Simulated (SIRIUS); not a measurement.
Runs of SIRIUS 7.12.0 on ZnO (zincite). Symmetry: P6_3mc, No. 186, hexagonal system. The conventional cell has a = 3.249 Å, b = 3.249 Å, c = 5.206 Å, α = 90.00°, β = 90.00°, γ = 120.00°. Zn (site symmetry 3m) is surrounded by 4 O at 1.97 to 1.98 Å. O (site symmetry 3m) is surrounded by 4 Zn at 1.97 to 1.98 Å. 

```csv
level,gap on the mesh (eV),largest force (eV/Å)
AM05,0.85,0.07
PBE,0.83,0.07
WC,0.71,0.06
LDA,0.75,(a)
revPBE,0.91,0.08
PBEsol,(b),0.06
BLYP,0.97,0.08
PW91,0.84,0.07
RPBE,0.94,0.08
```

Alike in all rows: task band structure; potentials or basis all-electron FP-LAPW, apw+lo standard; no spin polarisation; cell as given; k mesh 6 × 6 × 3; cutoff (eV) 331; smearing fermi-dirac 0.05 eV.

Question: Fill in the values left out.

Answer: (a) 0.05; (b) 0.72.

